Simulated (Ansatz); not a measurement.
The system is Ta.

```
Ta
1.0
    -1.65128    1.65128    1.65128
     1.65128   -1.65128    1.65128
     1.65128    1.65128   -1.65128
Ta
1
Direct
  0.00000 0.00000 0.00000
```

- Program: Ansatz 0.2.0
- Task: relaxation of cell and atoms
- Functional: RPBE
- Potentials or basis: Ansatz PAW
- Cutoff: 420 eV (not typed: the program's choice for these potentials)
- k mesh: 11 × 11 × 11
- Occupations: fermi-dirac, width 0.05 eV
- Spin: no spin polarisation

At the start: volume 18.01 Å³/atom.

Question: How do energy, volume and symmetry change on relaxing?

Answer: It ends after 4 steps and the volume is 18.58 Å³/atom (+3.1 %); space group Im-3m (No. 229, to 0.05 Å).

Step by step:
```
step  energy change (eV)  largest force (eV/Å)  volume (Å³)
   1              0.0000                0.0000        18.01
   2             -0.0101                0.0000        18.65
   3             -0.0103                0.0000        18.58
   4             -0.0105                0.0000        18.58
```

Final structure:
```yaml
crystal:
  lattice:
    - [-1.66839, 1.66839, 1.66839]
    - [1.66839, -1.66839, 1.66839]
    - [1.66839, 1.66839, -1.66839]
  atoms:
    - { symbol: Ta, position: [0.00000, 0.00000, 0.00000] }
```

Caveat: the plane-wave basis is chosen anew once the cell has moved, so the energies of steps on either side of that aren't comparable; the PAW data sets come from PBE, with cores solved anew for the run's functional, which leaves a small shift of forces and pressure.
